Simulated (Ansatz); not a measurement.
Results of LDA (Ansatz, a program for electronic structure, PAW) for cubic perovskite LaAlO3 (cubic high-temperature phase).

Settings: plane-wave cutoff 520 eV, 10×10×10 k mesh, Fermi–Dirac smearing 0.01 eV, scalar-relativistic PAW data made under PBE.

Properties against volume:

| V (Å³/atom) | P (GPa) | direct gap at Γ (eV) |
|---|---|---|
| 9.822 | 15.72 | 3.594 |
| 10.031 | 9.91 | 3.587 |
| 10.240 | 4.69 | 3.579 |
| 10.449 | -0.01 | 3.568 |
| 10.658 | -4.25 | 3.557 |
| 10.867 | -8.06 | 3.543 |
| 11.076 | -11.50 | 3.529 |

The fundamental gap (3.51 eV at the equilibrium volume, with added k points) lies elsewhere than Γ–Γ.

Note: the relaxation could not lower the start's symmetry, so the cell can be a saddle point above a distorted one.

Spin–orbit coupling is not included.
